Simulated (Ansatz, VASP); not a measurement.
One calculation of TiAl, two programs

```
Ti Al
1.0
     2.69944    0.00000    0.00000
     0.00000    2.69944    0.00000
     0.00000    0.00000    3.89120
Ti Al
1 1
Direct
  0.50000 0.50000 0.50000
  0.00000 0.00000 0.00000
```

Alike in both runs: functional PBE; k mesh 16 × 16 × 12; occupations gaussian, width 0.1 eV; no spin polarisation.

Ansatz relaxed the structure, and its values are those at the end. VASP's run is a single point on that final structure, the one shown.

|  | VASP | Ansatz |
| --- | --- | --- |
| version | VASP 6.6.1 | Ansatz 0.2.0 |
| potentials or method | VASP PAW PBE potentials, release 64 (Ti_sv, Al) | scalar-relativistic, plane waves, PAW |
| plane-wave cutoff (eV) | 520 | 420 |
| valence electrons in the cell | 15 | 15 |

VASP gave:

* gap on the k mesh at the Fermi level (eV): none
* pressure (GPa): 19.7

Problem. Which values does Ansatz return?

Solution. gap on the k mesh at the Fermi level (eV): none; pressure (GPa): 20.0.

A gap of «none» marks a metal or a gap that the smearing closes. With one functional, cell and mesh, what is left measures potentials, basis and numerics.

Caveats: so large a pressure means that the cell lies far from this level's equilibrium, or that cutoff or potentials fall short (VASP).
